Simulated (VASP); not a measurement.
Here is a VASP 6.6.1 calculation.

The input INCAR:

```
  PREC = Accurate
  ENCUT = 520
  EDIFF = 1E-6
  ISMEAR = 1
  SIGMA = 0.1
  LREAL = False
  LASPH = True
  NELM = 150
  ALGO = Normal
  ISIF = 2
  LWAVE = False
  LCHARG = False
  ISPIN = 2
  MAGMOM = 2
  LORBIT = 11
  LMAXMIX = 4
  GGA = MK
  LUSE_VDW = True
  AGGAC = 0.0
  PARAM1 = 0.1234
  PARAM2 = 0.711357
  ZAB_VDW = -1.8867
  NBANDS = 15
  AMIX = 0.2
  BMIX = 1E-4
  AMIX_MAG = 0.8
  BMIX_MAG = 1E-4
  ICORELEVEL = 1
```

The input KPOINTS:

```
Automatic mesh
0
Gamma
  18 18 18
```

File POSCAR:

```
Ni                                      
1.0
    0.0000000000      1.7449721984      1.7449721984
    1.7449721984      0.0000000000      1.7449721984
    1.7449721984      1.7449721984      0.0000000000
  Ni            
     1
Direct
     0.0000000000000000    0.0000000000000000    0.0000000000000000
```

The input KPOINTS_OPT:

```
explicit points
206
Reciprocal
 0.0000000000  0.0000000000  0.0000000000 1
 0.0263157895  0.0000000000  0.0263157895 1
 0.0526315789  0.0000000000  0.0526315789 1
 0.0789473684  0.0000000000  0.0789473684 1
 0.1052631579  0.0000000000  0.1052631579 1
 0.1315789474  0.0000000000  0.1315789474 1
[... 198 lines left out ...]
 0.5000000000  0.2500000000  0.7500000000 1
 0.5000000000  0.0000000000  0.5000000000 1
```

Potentials or basis: VASP PAW PBE potentials, release 64 (Ni).

Launch:

```console
$ cat potpaw_PBE.64/Ni/POTCAR > POTCAR
$ mpirun -np 1 vasp_std > vasp.out
```

Task: Estimate the pressure.

Result: 0.1 GPa.

Task: What does it give for the net moment?

Result: 0.61 μB per cell.

Core levels (eV, on the scale of the bands):
```
atom                                                levels
1 Ni  1s -8194.4, 2s -964.5, 2p -827.3, 3s -93.3, 3p -53.7
```

Caveat: the PAW data sets were made with another functional, which shifts forces and pressure a little.
